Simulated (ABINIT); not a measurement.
An input for ABINIT 10.8.3 (NaH (Fm-3m)):

```
acell 3*1.0 Angstrom
rprim 
  -0.000000000000 2.386421665200 2.386421665200
  2.386421665200 -0.000000000000 2.386421665200
  2.386421665200 2.386421665200 -0.000000000000
ntypat 2
znucl 11 1
natom 2
typat 1 2
xred 
  0.000000000000 0.000000000000 0.000000000000
  0.500000000000 0.500000000000 0.500000000000
pp_dirpath "pseudos"
pseudos "Na.upf, H.upf"
ecut 38
ngkpt 4 4 4
nshiftk 1
shiftk 0 0 0
kptopt 1
chksymbreak 0
irdden 1
istwfk *1
nband 94
prtvol 0
optdriver 6
gwr_task "HDIAGO"
paral_kgb 0
occopt 1
indata_prefix "in"
outdata_prefix "out"
tmpdata_prefix "tmp"
```

```sh
OMP_NUM_THREADS=1 mpirun -n 4 abinit run.abi > log
```

Question: Estimate wall time and host memory on 4 MPI ranks of Arm Neoverse V1, shared host.

It took 17 s; on shared hardware allow 8.7 s to 35 s. Peak host memory was 1.1 GiB.

[Paths, hosts, dates, memory and timing lines, banners, echoed tables and standing remarks are left out of the program output.]

[Logs are printed without paths, hosts, clocks, repeated set-up lines and the standing remarks that a program may print on its own settings, such as how far it seeks lower states.]

[Runs of the session that timed out or met a known fault of the program may be left out.]

[No measured gap is set beside runs whose start may be inverted or whose files or cutoffs have a known fault.]

[Hosts, paths, dates, database ids (printed as entryN), source tags and the programs' standing remarks are cut or masked in the printed files.]

[G0W0 gaps are taken among the corrected bands and points alone; a level outside them can change the order at an edge.]

[Where Ansatz stands beside ABINIT at settings called matched, ABINIT's density can come from a denser mesh and the files from another edition; pairs whose starting gaps differed by over 0.03 eV were left out, so agreement reads better than it is.]
